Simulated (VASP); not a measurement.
# SnS2 (Berndtite-2T) (P-3m1) in VASP: settings compared

Aim: see how the results for SnS2 (Berndtite-2T) move with the level of theory and the settings. Levels: PBE+D3(BJ), PBEsol. Tasks: relaxation of cell and atoms.

Program: VASP 6.6.1. These are calculated values, not measurements. Logs are shortened: lines on timing, memory, paths and dates and some standing lists are left out, and cuts for length are marked.

**1. The crystal as given**

Symmetry: P-3m1, No. 164, trigonal system. The conventional cell has a = 3.639 Å, b = 3.639 Å, c = 5.868 Å, α = 90.00°, β = 90.00°, γ = 120.00°. Sn (site symmetry -3m) has 6 S at 2.56 Å as nearest neighbours. S (site symmetry 3m) is surrounded by 3 Sn at 2.56 Å.

**2. Relaxation of cell and atoms, PBE+D3(BJ), target pressure 0.7 GPa, at which the enthalpy is minimised**

File INCAR:

```
PREC     = Accurate       # precision mode
ENCUT    = 600            # plane-wave cutoff, eV
EDIFF    = 1E-6           # SCF threshold, eV
ISMEAR   = 0              # smearing method
SIGMA    = 0.03           # smearing width, eV
LREAL    = False          # projectors in reciprocal space
LASPH    = True           # aspherical terms in the spheres
NELM     = 80             # most SCF steps
ALGO     = Normal         # electronic algorithm
ISIF     = 3              # what is computed and relaxed
LWAVE    = False          # write WAVECAR
LCHARG   = False          # write CHGCAR
GGA      = PE             # functional
IVDW     = 12             # dispersion correction
IBRION   = 2              # ionic algorithm
NSW      = 90             # ionic steps
EDIFFG   = -0.01          # ionic threshold
PSTRESS  = 7.0          
KPAR     = 2
```

File KPOINTS:

```
regular mesh
0
Gamma
  9 9 5
```

File POSCAR:

```
SnS2
1.0
    3.6390000000      0.0000000000      0.0000000000
   -1.8195000000      3.1514664444      0.0000000000
    0.0000000000      0.0000000000      5.8680000000
Sn S
1 2
Direct
    0.0000000000      0.0000000000      0.0000000000
    0.3333333333      0.6666666667      0.2500000000
    0.6666666667      0.3333333333      0.7500000000
```

Potentials or basis: VASP PAW PBE potentials, release 64 (Sn_d, S).

Launch:

```console
> cat potpaw_PBE.64/Sn_d/POTCAR potpaw_PBE.64/S/POTCAR > POTCAR
> mpirun -np 2 vasp_std > vasp.out
```

OUTCAR:

```text
PREC = Accurate
   ENCUT = 600
   EDIFF = 1E-6
   ISMEAR = 0
   LREAL = False
   LASPH = True
   NELM = 80
   ISIF = 3
   GGA = PE
   IVDW = 12
   IBRION = 2
   NSW = 90
   EDIFFG = -0.01
   PSTRESS = 7.0
 IVDW          = 12

 ion  position               nearest neighbor table
   1  0.000  0.000  0.000-   2 2.56   3 2.56   3 2.56   2 2.56   3 2.56   2 2.56
   2  0.333  0.667  0.250-   1 2.56   1 2.56   1 2.56
   3  0.667  0.333  0.750-   1 2.56   1 2.56   1 2.56

  LATTYP: Found a hexagonal cell.
 ALAT       =     3.6390000000
 C/A-ratio  =     1.6125309151

  Lattice vectors:

 A1 = (   3.6390000000,   0.0000000000,   0.0000000000)
 A2 = (  -1.8195000000,   3.1514664444,   0.0000000000)
 A3 = (   0.0000000000,   0.0000000000,   5.8680000000)

Analysis of symmetry for initial positions (statically):
=====================================================================
 Subroutine PRICEL returns:
 Original cell was already a primitive cell.

 Routine SETGRP: Setting up the symmetry group for a
 hexagonal supercell.

 Subroutine GETGRP returns: Found 12 space group operations
 (whereof 12 operations were pure point group operations)
 out of a pool of 24 trial point group operations.

The static configuration has the point symmetry D_3d.

Analysis of symmetry for dynamics (positions and initial velocities):
=====================================================================
 Subroutine PRICEL returns:
 Original cell was already a primitive cell.

 Routine SETGRP: Setting up the symmetry group for a
 hexagonal supercell.

 Subroutine GETGRP returns: Found 12 space group operations
 (whereof 12 operations were pure point group operations)
 out of a pool of 24 trial point group operations.

The dynamic configuration has the point symmetry D_3d.

 Subroutine INISYM returns: Found 12 space group operations
 (whereof 12 operations are pure point group operations),
 and found     1 'primitive' translations

----------------------------------------------------------------------------------------

                                     Primitive cell

  volume of cell :      67.2953

  direct lattice vectors                    reciprocal lattice vectors
     3.639000000  0.000000000  0.000000000     0.274800769  0.158656298  0.000000000
    -1.819500000  3.151466444  0.000000000     0.000000000  0.317312596  0.000000000
     0.000000000  0.000000000  5.868000000     0.000000000  0.000000000  0.170415815

  length of vectors
     3.639000000  3.639000000  5.868000000     0.317312596  0.317312596  0.170415815

  position of ions in fractional coordinates (direct lattice)
     0.000000000  0.000000000  0.000000000
     0.333333333  0.666666667  0.250000000
     0.666666667  0.333333333  0.750000000

  ion indices of the primitive-cell ions
   primitive index   ion index
                 1           1
                 2           2
                 3           3

----------------------------------------------------------------------------------------

 KPOINTS: regular mesh

Automatic generation of k-mesh.
 Grid dimensions read from file:
 generate k-points for:    9    9    5

 Generating k-lattice:

  Cartesian coordinates                     Fractional coordinates (reciprocal lattice)
     0.030533419  0.017628478  0.000000000     0.111111111  0.000000000  0.000000000
     0.000000000  0.035256955  0.000000000     0.000000000  0.111111111  0.000000000
     0.000000000  0.000000000  0.034083163     0.000000000  0.000000000  0.200000000

  Length of vectors
     0.035256955  0.035256955  0.034083163

  Shift w.r.t. Gamma in fractional coordinates (k-lattice)
     0.000000000  0.000000000  0.000000000

 Subroutine IBZKPT returns following result:
 ===========================================

 Found     50 irreducible k-points:

 Following reciprocal coordinates:
            Coordinates               Weight
  0.000000  0.000000  0.000000      1.000000
  0.111111  0.000000  0.000000      6.000000
  0.222222  0.000000  0.000000      6.000000
  0.333333  0.000000  0.000000      6.000000
  0.444444  0.000000  0.000000      6.000000
  0.111111  0.111111  0.000000      6.000000
[... 16 lines left out ...]
  0.222222  0.111111  0.200000     12.000000
 -0.111111  0.333333  0.200000     12.000000
 [... further k-points ...]
   k-points           NKPTS =     50   k-points in BZ     NKDIM =     50   number of bands    NBANDS=     17
   number of dos      NEDOS =    301   number of ions     NIONS =      3
   total plane-waves  NPLWV =  43200
   dimension x,y,z NGX =    30 NGY =   30 NGZ =   48
   dimension x,y,z NGXF=    60 NGYF=   60 NGZF=   96
   ions per type =               1   2
   NGX,Y,Z   is equivalent  to a cutoff of  13.71, 13.71, 13.60 a.u.
   NGXF,Y,Z  is equivalent  to a cutoff of  27.41, 27.41, 27.20 a.u.
 SYSTEM =  unknown system
   PREC   = accura    normal or accurate (medium, high low for compatibility)
   ISTART =      0    job   : 0-new  1-cont  2-samecut
   ICHARG =      2    charge: 1-file 2-atom 10-const
   ISPIN  =      1    spin polarized calculation?
   LNONCOLLINEAR =      F non collinear calculations
   LSORBIT =      F    spin-orbit coupling
   LASPH  =      T    aspherical Exc in radial PAW
   ENCUT  =  600.0 eV  44.10 Ry    6.64 a.u.   7.27  7.27 11.72*2*pi/ulx,y,z
   NELM   =     80;   NELMIN=  2; NELMDL= -5     # of ELM steps
   EDIFF  = 0.1E-05   stopping-criterion for ELM
   LREAL  =      F    real-space projection
   EDIFFG = -.1E-01   stopping-criterion for IOM
   NSW    =     90    number of steps for IOM
   IBRION =      2    ionic relax: 0-MD 1-quasi-New 2-CG
   NFREE  =      1    steps in history (QN), initial steepest desc. (CG)
   ISIF   =      3    stress and relaxation
   ISYM   =      2    0-nonsym 1-usesym 2-fastsym
   POTIM  = 0.5000    time-step for ionic-motion
   TEBEG  =    0.0;   TEEND  =   0.0 temperature during run
   PSTRESS=    7.0 pullay stress
   NELECT =      26.0000    total number of electrons
   NUPDOWN=      -1.0000    fix difference up-down
   EMIN   =  10.00;   EMAX   =-10.00  energy-range for DOS
   EFERMI =   0.00;   METHOD = LEGACY
   ISMEAR =     0;   SIGMA  =   0.03  broadening in eV -4-tet -1-fermi 0-gaus
   EFERMI_NEDOS =   21; number of points for ismear=-14 and -15
   IALGO  =     38    algorithm
   IMIX   =      4    mixing-type and parameters
     AMIX     =   0.40;   BMIX     =  1.00
     AMIX_MAG =   1.60;   BMIX_MAG =  1.00
  volume/ion in A,a.u.               =      22.43       151.38
  Fermi-wavevector in a.u.,A,eV,Ry     =   1.192352  2.253218 19.343434  1.421702
  Thomas-Fermi vector in A             =   2.328392
   LORBIT       =      0    0 simple, 1 ext, 2 COOP (PROOUT), +10 PAW based schemes
   GGA     = PE    functional components
   LHFCALC =     F    Hartree Fock is set to
   AEXX    =    0.0000 exact exchange contribution
   IVDW    =    12    specifies the selected vdW correction
   LEPSILON=     F    determine dielectric tensor
   LRPA    =     F    only Hartree local field effects (RPA)
 conjugate gradient relaxation of ions
 non-spin polarized calculation
 Gauss-broadening in eV      SIGMA  =   0.03
  energy-cutoff  :      600.00
  volume of cell :       67.30
 maximum number of plane-waves:      2297
 NGX is ok and might be reduce to    30
   NGX = 15   NGY = 15   NGZ = 23

--------------------------------------- Ionic step        1  -------------------------------------------

 number of electron      25.9999995 magnetization

 Free energy of the ion-electron system (eV)
  ---------------------------------------------------
  ext. energy  EPLUGINS =         0.00000000
  ---------------------------------------------------
  free energy    TOTEN  =       -13.13939870 eV

  energy without entropy =      -13.13939870  energy(sigma->0) =      -13.13939870

------------------------ aborting loop because EDIFF is reached ----------------------------------------

 Edisp (eV)   -0.98983

 E8    (eV) :    -0.4043

  FORCE on cell =-STRESS in cart. coord.  units (eV):
  Direction    XX          YY          ZZ          XY          YZ          ZX
  --------------------------------------------------------------------------------------
  -------------------------------------------------------------------------------------
  Total       0.77359     0.77359     0.61625     0.00000     0.00000     0.00000
  in kB      18.41764    18.41764    14.67181     0.00000     0.00000     0.00000
  external pressure =       10.17 kB  Pullay stress =        7.00 kB
[... 104 lines left out ...]
  FREE ENERGIE OF THE ION-ELECTRON SYSTEM (eV)
  ---------------------------------------------------
  free  energy   TOTEN  =       -14.1367065242 eV

  energy  without entropy=      -14.1367065242  energy(sigma->0) =      -14.13670652

  enthalpy is  TOTEN    =       -13.8393595294 eV   P V=        0.2973469948

[... ionic steps 4 to 7 ...]

--------------------------------------- Ionic step        8  -------------------------------------------

 number of electron      25.9999996 magnetization

------------------------ aborting loop because EDIFF is reached ----------------------------------------

 Edisp (eV)   -1.01181

 E8    (eV) :    -0.4137
[... 75 lines left out ...]
  enthalpy is  TOTEN    =       -13.8459814464 eV   P V=        0.2898929733

--------------------------------------- Ionic step       10  -------------------------------------------

 number of electron      25.9999996 magnetization

 Free energy of the ion-electron system (eV)
  ---------------------------------------------------
  ext. energy  EPLUGINS =         0.00000000
  ---------------------------------------------------
  free energy    TOTEN  =       -13.12454650 eV

  energy without entropy =      -13.12454650  energy(sigma->0) =      -13.12454650

 E-fermi :   5.3502     XC(G=0):  -9.7981

 val. band max:        5.2052795734   @ k =   0.0000   0.0000   0.0000
 cond. band min:       6.4258057039   @ k =   0.0000   0.4444   0.4000
 fundamental gap:      1.2205261305
 Fermi energy:         5.3502351184

 k-point     1 :       0.0000    0.0000    0.0000
  band No.  band energies     occupation
      1     -15.9134      2.00000
      2     -15.9134      2.00000
      3     -15.8730      2.00000
      4     -15.8460      2.00000
      5     -15.8460      2.00000
      6      -8.7765      2.00000
[... 9 lines left out ...]
     16      10.4805      0.00000
     17      10.4805      0.00000
[... 443 lines left out ...]
      1     -15.9533      2.00000
      2     -15.8920      2.00000
      3     -15.8673      2.00000
      4     -15.8469      2.00000
      5     -15.8273      2.00000
      6      -7.7964      2.00000
[... 9 lines left out ...]
     16      10.9503      0.00000
     17      12.0785      0.00000

 [... further k-points ...]

------------------------ aborting loop because EDIFF is reached ----------------------------------------

 Edisp (eV)   -1.01083

 E8    (eV) :    -0.4133

  FORCE on cell =-STRESS in cart. coord.  units (eV):
  Direction    XX          YY          ZZ          XY          YZ          ZX
  --------------------------------------------------------------------------------------
  -------------------------------------------------------------------------------------
  Total       0.29957     0.29957     0.29504     0.00000     0.00000     0.00000
  in kB       7.26237     7.26237     7.15261     0.00000     0.00000     0.00000
  external pressure =        0.23 kB  Pullay stress =        7.00 kB
[... 18 lines left out ...]
  FREE ENERGIE OF THE ION-ELECTRON SYSTEM (eV)
  ---------------------------------------------------
  free  energy   TOTEN  =       -14.1353793636 eV

  energy  without entropy=      -14.1353793636  energy(sigma->0) =      -14.13537936

  enthalpy is  TOTEN    =       -13.8466367837 eV   P V=        0.2887425799

 reached required accuracy - stopping structural energy minimisation
```

It took 3.6 min on 2 MPI ranks of Intel Xeon Platinum 8375C at 2.90GHz (Ice Lake), shared host; peak memory 0.25 GiB.

What came out:

```yaml
Free_energy: -14.1354 eV
Relaxed_volume: 22.03 Å³/atom
Relaxed_cell: a = 3.658 Å, b = 3.658 Å, c = 5.703 Å, α = 90.00°, β = 90.00°, γ = 120.00°
Space_group_after_relaxing_to_0.05_Å: P-3m1 (No. 164)
Energy_change_on_relaxing_the_enthalpy_is_what_falls: -2.0 meV/atom
Ionic_steps: 10
Pressure_after_relaxing: 0.7 GPa
Band_gap_on_the_k_mesh: 1.22 eV, indirect (least direct gap 1.68 eV)
Dispersion_energy_per_atom: -0.337 eV
```

Step by step:
| step | energy change (eV) | largest force (eV/Å) | pressure (GPa) | volume (Å³) |
| --- | --- | --- | --- | --- |
| 1 | 0.0000 | 0.2533 | 1.72 | 67.30 |
| 2 | -0.0075 | 0.0674 | -0.51 | 68.69 |
| 3 | -0.0075 | 0.0737 | 0.46 | 68.06 |
| 4 | -0.0079 | 0.0681 | 0.50 | 67.87 |
| 5 | -0.0084 | 0.0528 | 0.56 | 67.30 |
| 6 | -0.0064 | 0.0204 | 0.77 | 66.17 |
| 7 | -0.0056 | 0.0139 | 0.86 | 65.97 |
| 8 | -0.0058 | 0.0161 | 0.82 | 66.03 |
| 9 | -0.0066 | 0.0685 | 0.20 | 66.35 |
| 10 | -0.0061 | 0.0007 | 0.72 | 66.09 |

Final structure:
```
Sn S
1.0
     3.65812    0.00000    0.00000
    -1.82906    3.16803    0.00000
     0.00000    0.00000    5.70265
Sn S
1 2
Direct
  0.00000 0.00000 0.00000
  0.33333 0.66667 0.25913
  0.66667 0.33333 0.74087
```

Levels at points of the mesh, in eV from the valence-band top:
```tsv
k point	band 9	band 10	band 11	band 12	band 13	band 14	band 15	band 16	band 17
(0.00, 0.00, 0.00)	-0.81	-0.81	-0.60	-0.60	0.00	1.68	3.44	5.28	5.28
```

Caveat: the cell is relaxed towards a set pressure, so the enthalpy falls and the energy may rise; spin-orbit coupling is left out, which moves the levels of the heavy elements; an odd mesh through Γ misses points on the zone boundary, where band edges often lie.

**3. Relaxation of cell and atoms, PBE+D3(BJ), target pressure 0.7 GPa, at which the enthalpy is minimised**

This run uses another cell than the first one, of 22.03 Å³/atom, 0.982 times its volume.

Edit INCAR of step 2 so:

```diff
@@ -2,3 +2,3 @@
 ENCUT    = 600            # plane-wave cutoff, eV
-EDIFF    = 1E-6           # SCF threshold, eV
+EDIFF    = 1E-7           # SCF threshold, eV
 ISMEAR   = 0              # smearing method
@@ -16,3 +16,3 @@
 NSW      = 90             # ionic steps
-EDIFFG   = -0.01          # ionic threshold
+EDIFFG   = -0.005         # ionic threshold
 PSTRESS  = 7.0
```

KPOINTS is that of step 2.

File POSCAR:

```
SnS2                                    
1.0
    3.6581210290      0.0000000000     -0.0000000000
   -1.8290605145      3.1680257412      0.0000000000
   -0.0000000000      0.0000000000      5.7026484975
  Sn              S             
     1     2
Direct
     0.0000000000000000    0.0000000000000000    0.0000000000000000
     0.3333333332999970    0.6666666667000030    0.2591312765491226
     0.6666666667000030    0.3333333332999970    0.7408687234508774
```

Potentials or basis: VASP PAW PBE potentials, release 64 (Sn_d, S).

Launch:

```console
> cat potpaw_PBE.64/Sn_d/POTCAR potpaw_PBE.64/S/POTCAR > POTCAR
> mpirun -np 2 vasp_std > vasp.out
```

Wall time 35 s (2 MPI ranks of Intel Xeon Platinum 8375C at 2.90GHz (Ice Lake), shared host); peak memory 0.23 GiB.

Results (log left out):

| Property | Result |
| --- | --- |
| Free energy | -14.1353 eV |
| Pressure after relaxing | 0.7 GPa |
| Band gap on the k mesh | 1.22 eV, indirect (least direct gap 1.68 eV) |
| Dispersion energy per atom | -0.337 eV |

Final structure:
```yaml
crystal:
  lattice:
    - [3.65812, 0.00000, 0.00000]
    - [-1.82906, 3.16803, 0.00000]
    - [0.00000, 0.00000, 5.70265]
  atoms:
    - { symbol: Sn, position: [0.00000, 0.00000, 0.00000] }
    - { symbol: S, position: [0.33333, 0.66667, 0.25913] }
    - { symbol: S, position: [0.66667, 0.33333, 0.74087] }
```

Levels at points of the mesh, in eV from the valence-band top:
| k point | band 11 | band 12 | band 13 | band 14 | band 15 | band 16 |
| --- | --- | --- | --- | --- | --- | --- |
| (0.00, 0.00, 0.00) | -0.60 | -0.60 | 0.00 | 1.68 | 3.44 | 5.28 |

Caveat: the relaxation stopped at its first step, so nothing moved; the cell is relaxed towards a set pressure, so the enthalpy falls and the energy may rise; spin-orbit coupling is left out, which moves the levels of the heavy elements; an odd mesh through Γ misses points on the zone boundary, where band edges often lie.

**4. Relaxation of cell and atoms, PBEsol**

File INCAR:

```
  ALGO = Normal
  EDIFF = 1E-6
  EDIFFG = -0.01
  ENCUT = 600
  GGA = PS
  IBRION = 2
  ISIF = 3
  ISMEAR = 0
  LASPH = True
  LCHARG = False
  LREAL = False
  LWAVE = False
  NELM = 80
  NSW = 90
  PREC = Accurate
  SIGMA = 0.03
```

File KPOINTS:

```
k-points
0
Gamma
  9 9 5
```

File POSCAR:

```
SnS2
1.0
    3.6390000000      0.0000000000      0.0000000000
   -1.8195000000      3.1514664444      0.0000000000
    0.0000000000      0.0000000000      5.8680000000
Sn S
1 2
Direct
    0.0000000000      0.0000000000      0.0000000000
    0.3333333333      0.6666666667      0.2500000000
    0.6666666667      0.3333333333      0.7500000000
```

Launch:

```console
> cat potpaw_PBE.64/Sn_d/POTCAR potpaw_PBE.64/S/POTCAR > POTCAR
> mpirun -np 1 vasp_std > vasp.out
```

It took 5.1 min on 1 thread of Intel Xeon Platinum 8488C (Sapphire Rapids), shared host; peak memory 0.25 GiB.

The run converged. Its results:

* Free energy: -14.2722 eV
* Relaxed volume: 23.31 Å³/atom
* Relaxed cell: a = 3.651 Å, b = 3.651 Å, c = 6.060 Å, α = 90.00°, β = 90.00°, γ = 120.00°
* Space group after relaxing (to 0.05 Å): P-3m1 (No. 164)
* Energy gained by relaxing: 1.9 meV/atom
* Ionic steps: 11
* Pressure after relaxing: 0.0 GPa
* Largest force after relaxing: 0.003 eV/Å
* Band gap on the k mesh: 1.46 eV, indirect (least direct gap 1.82 eV)

Forces on the atoms (eV/Å):
```
Sn   0.000  0.000  0.000
S    0.000  0.000  0.003
S    0.000  0.000 -0.003
```

The path:
```
step  energy change (eV)  largest force (eV/Å)  pressure (GPa)  volume (Å³)
   1              0.0000                0.0990            1.13        67.30
   2             -0.0005                0.1772           -0.92        68.85
   3             -0.0031                0.0470            0.04        68.10
   4             -0.0033                0.0414            0.03        68.18
   5             -0.0038                0.0257            0.02        68.43
   6             -0.0045                0.0059            0.00        68.92
   7             -0.0042                0.0700           -0.03        69.92
   8             -0.0047                0.0345           -0.04        69.34
   9             -0.0048                0.0315           -0.03        69.40
  10             -0.0053                0.0216           -0.02        69.58
  11             -0.0057                0.0030            0.00        69.94
```

Final structure:
```
Sn S
1.0
     3.65075    0.00000    0.00000
    -1.82537    3.16164    0.00000
     0.00000    0.00000    6.05956
Sn S
1 2
Direct
  0.00000 0.00000 0.00000
  0.33333 0.66667 0.24320
  0.66667 0.33333 0.75680
```

Levels at points of the mesh, in eV from the valence-band top:
```csv
k point,band 11,band 12,band 13,band 14,band 15,band 16
"(0.00, 0.00, 0.00)",-0.21,-0.21,-0.05,1.98,3.66,5.45
```

Caveat: the PAW data sets were made with another functional, which shifts forces and pressure a little; spin-orbit coupling is left out, which moves the levels of the heavy elements; an odd mesh through Γ misses points on the zone boundary, where band edges often lie; this functional lacks dispersion, which binds the layers, so the pressure and a relaxed spacing across them are unreliable.
